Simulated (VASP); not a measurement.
The system is Mg3Sb2.

```
Mg Sb
1.0
     4.58200    0.00000    0.00000
    -2.29100    3.96813    0.00000
     0.00000    0.00000    7.24400
Mg Sb
3 2
Cartesian
  0.0000 2.6454 4.5637
  2.2910 1.3227 2.6803
  0.0000 0.0000 0.0000
  0.0000 2.6454 1.7023
  2.2910 1.3227 5.5417
```

- Program: VASP 6.6.1
- Task: relaxation of cell and atoms
- Functional: PBEsol
- Potentials or basis: VASP PAW PBE potentials, release 64 (Mg, Sb)
- Cutoff: 600 eV
- k mesh: 9 × 9 × 5
- Occupations: gaussian, width 0.03 eV
- Spin: no spin polarisation

At the start: pressure -0.4 GPa; volume 26.34 Å³/atom.

Question: Where does the relaxation end?

Answer: Over 6 steps the energy falls by 8.7 meV/atom and the volume is 25.78 Å³/atom (-2.1 %); space group P-3m1 (No. 164, to 0.05 Å).

Step by step:
```
step  energy change (eV)  largest force (eV/Å)  pressure (GPa)  volume (Å³)
   1              0.0000                0.4752           -0.37       131.71
   2             -0.0233                0.3305           -0.14       130.54
   3             -0.0358                0.1138            0.31       128.71
   4             -0.0423                0.0317           -0.09       129.45
   5             -0.0427                0.0279           -0.21       129.68
   6             -0.0437                0.0078            0.06       128.91
```

Final structure:
```yaml
crystal:
  lattice:
    - [4.55240, 0.00000, 0.00000]
    - [-2.27620, 3.94250, 0.00000]
    - [0.00000, 0.00000, 7.18246]
  atoms:
    - { symbol: Mg, position: [0.33333, 0.66667, 0.63261] }
    - { symbol: Mg, position: [0.66667, 0.33333, 0.36739] }
    - { symbol: Mg, position: [0.00000, 0.00000, 0.00000] }
    - { symbol: Sb, position: [0.33333, 0.66667, 0.22362] }
    - { symbol: Sb, position: [0.66667, 0.33333, 0.77638] }
```

Caveat: the PAW data sets were made with another functional, which shifts forces and pressure a little.
